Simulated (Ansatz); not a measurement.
## Ca: what symmetry allows forces and stress to be

```
Ca
1.0
     1.97128   -3.39549    0.00000
     1.97128    3.39549    0.00000
     0.00000    0.00000    6.50911
Ca
2
Direct
  0.83559 0.16441 0.28457
  0.16441 0.83559 0.75000
```

Level of theory: DFT PBE, scalar-relativistic, plane waves, PAW (Ansatz).

Plane waves to 420 eV, a k mesh through Γ of 12×12×6 on the computed 2-atom cell and Gaussian smearing (0.10 eV); no spin polarisation.

This distorted cell has space group C2/m, with 4 operations.

Q: Without a calculation: in which directions can each atom feel a force?

A: A force must be left unchanged by every operation that keeps its atom in place, so it lies in the space that those operations leave fixed. Atoms that the group maps onto each other feel forces of one size.
```csv
atom,site symmetry,operations at the site,equivalent to atom,allowed force (Cartesian)
Ca1,m,2,1,"in the plane normal to (1.00, 0.00, 0.00)"
Ca2,m,2,1,"in the plane normal to (1.00, 0.00, 0.00)"
```

That leaves 2 independent force components of 6. A relaxation in this cell that keeps the symmetry moves the atoms in these directions alone.

Q: And the stress tensor?

A: It must be invariant under the point group, which leaves 4 independent components: xz, xy vanish.

Q: Do the computed values obey this?

A: Yes. Forces (eV/Å):
```
Ca1  0.000  0.017 -0.337
Ca2  0.000 -0.017  0.337
```

Stress (GPa, compression positive, xx yy zz yz xz xy): -0.40 -0.16 -0.24 -0.03 0.00 0.00. The program imposes the same operations on density, forces and stress, so this confirms the analysis and is no independent test of the calculation.

This form isn't the element's structure at ambient conditions.